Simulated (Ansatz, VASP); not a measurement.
## Two plane-wave programs on Ca

```
Ca
1.0
     0.00000    2.71612    2.71612
     2.71612    0.00000    2.71612
     2.71612    2.71612    0.00000
Ca
1
Cartesian
  0.0000 0.0000 0.0000
```

Alike in both runs: functional PBE; dispersion D3(BJ); k mesh 14 × 14 × 14; occupations gaussian, width 0.1 eV; no spin polarisation.

Ansatz relaxed the structure, and its values are those at the end. VASP's run is a single point on that final structure, the one shown.

|  | VASP | Ansatz |
| --- | --- | --- |
| version | VASP 6.6.1 | Ansatz 0.2.0 |
| potentials or method | VASP PAW PBE potentials, release 64 (Ca_sv) | scalar-relativistic, plane waves, PAW |
| plane-wave cutoff (eV) | 520 | 420 |
| valence electrons in the cell | 10 | 10 |

|  | VASP | Ansatz | Ansatz less VASP |
| --- | --- | --- | --- |
| gap on the k mesh at the Fermi level (eV) | none | none | - |
| pressure (GPa) | 0.0 | 0.0 | -0.01 |

A gap of «none» marks a metal or a gap that the smearing closes.

Caveats: pairwise dispersion overbinds metals, which lowers pressure and volume.
